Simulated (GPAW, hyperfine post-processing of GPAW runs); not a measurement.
# LiFeF3: isotropic lines and sites in a paramagnetic 7Li spectrum

Calculated values: DFT, revPBE+U, plane-wave PAW, GPAW setups, collinear spin, scalar-relativistic (GPAW), contact and point-dipole shifts scaled to 320 K with Θ = 0 K (a pure Curie law); spin-only moments, above the ordering temperature.

```
Fe F Li
1.0
     1.57999   -7.37215    0.00000
     1.57999    7.37215    0.00000
     0.00000    0.00000    5.02289
Fe F Li
2 6 2
Direct
  0.16820 0.83180 0.01668
  0.83180 0.16820 0.51668
  0.40287 0.59713 0.31671
  0.59713 0.40287 0.81671
  0.06102 0.93898 0.26893
  0.93898 0.06102 0.76893
  0.27079 0.72921 0.74293
  0.72921 0.27079 0.24293
  0.53142 0.46858 0.48562
  0.46858 0.53142 0.98562
```

7Li MAS at 9.4 T (155.6 MHz), 20 kHz, 320 K; contact and dipolar shift alone, no orbital or quadrupolar part; lines under 1.5 % of the strongest are left out. NMR lines, with heights relative to the strongest:

| position (ppm) | intensity |
| --- | --- |
| -906.9 | 1.6 |
| -778.4 | 5.7 |
| -649.8 | 18 |
| -521.2 | 48 |
| -392.7 | 95 |
| -264.1 | 100 |
| -135.5 | 74 |
| -6.9 | 48 |
| 121.6 | 33 |
| 250.2 | 36 |
| 378.8 | 46 |
| 507.4 | 29 |
| 635.9 | 28 |
| 764.5 | 38 |
| 893.1 | 25 |
| 1021.7 | 23 |
| 1150.2 | 27 |
| 1278.8 | 32 |
| 1407.4 | 28 |
| 1535.9 | 19 |
| 1664.5 | 10 |
| 1793.1 | 4.6 |
| 1921.7 | 1.8 |

Q: Find the isotropic shifts among the lines and assign them to the Li sites.

Sidebands are spaced by 129 ppm (the spinning rate over the resonance of 155.6 MHz). An isotropic line need not be the tallest: it is the area-weighted centre of its own family of sidebands, and the one that stays put when the rate is changed. Isotropic shifts: 250 ppm for atom 9 and the 1 atom equivalent to it (6 Fe through links of 105° (2), 121° (2) and 131° (2)), reduced anisotropy 1471 ppm.

[Logs are printed without paths, hosts, clocks, repeated set-up lines and the standing remarks that a program may print on its own settings, such as how far it seeks lower states.]

[Hosts, paths, dates, database ids (printed as entryN), source tags and the programs' standing remarks are cut or masked in the printed files.]
